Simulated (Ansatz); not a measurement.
# BN: the cost of one run

Computed with Ansatz 0.2.0 (DFT PBE+D3(BJ), spin-orbit coupling, plane waves, PAW).

7 further runs of the same task are left out: 2 that didn't finish, 5 set aside as unsound or not needed.

## Step 1: The system as given

The structure is hexagonal, space group P-6m2 (No. 187). The conventional cell has a = 2.509 Å, b = 2.509 Å, c = 26.000 Å, α = 90.00°, β = 90.00°, γ = 120.00°. Around B (site symmetry -6m2) lie 3 N at 1.45 Å. N (site symmetry -6m2) is surrounded by 3 B at 1.45 Å.

As a file:

```cif
data_structure
_symmetry_space_group_name_H-M 'P 1'
_symmetry_Int_Tables_number 1
_cell_length_a 2.5088
_cell_length_b 2.5088
_cell_length_c 26.0000
_cell_angle_alpha 90.000
_cell_angle_beta 90.000
_cell_angle_gamma 120.000
_cell_volume 141.72
loop_
_atom_site_label
_atom_site_type_symbol
_atom_site_fract_x
_atom_site_fract_y
_atom_site_fract_z
_atom_site_occupancy
B1 B 0.00000 0.00000 0.50000 1
N1 N 0.66667 0.33333 0.50000 1
```

This is the layer as relaxed in an earlier run (-542.5813 eV a cell), gap on the mesh 4.68 eV, ionisation potential 5.82 eV, electron affinity 1.14 eV.

## Step 2: Level of theory: PBE+D3(BJ) with spin-orbit coupling

The sheet is isolated along c: the input cuts the Coulomb interaction between periodic copies.

input.yaml

```yaml
crystal:
  lattice:
    - [2.5087620658, 0.0, 0.0]
    - [-1.2543810329, 2.172651681, 0.0]
    - [0.0, 0.0, 26.0]
  atoms:
    - { symbol: B, position: [0.0, 0.0, 0.5] }
    - { symbol: "N", position: [0.6666666667, 0.3333333333, 0.5] }
  periodic: [true, true, false]
basis:
  ecutwfc: 420
kpoints:
  mp_grid: { grid: [12, 12, 1] }
  band_path:
    path:
      - [0, 0, 0]
      - [0.5, 0, 0]
      - [0.3333333333333, 0.3333333333333, 0]
      - [0, 0, 0]
    npoints: 16
hamiltonian:
  xc: pbe
  dispersion: d3bj
scf:
  occupations: { method: gaussian, width: 0.02 }
output:
  forces: true
  stress: true
  eigenvalues: true
  populations: true
  write_density: true
  write_potential: true
  elf: true
  volumetric_format: npy
magnetization:
  noncollinear: true
  spin_orbit: true
```

The run is started by

```console
> ansatz run input.yaml --threads 1 --pin off --max-ram 3072MiB --backend cpu --events-out ev --progress --plain --runs-dir out
```

**Question.** How long does this run take on 1 thread of an Arm CPU, shared host, and how much memory does it need?

About 24 s, with a peak of 0.46 GiB.
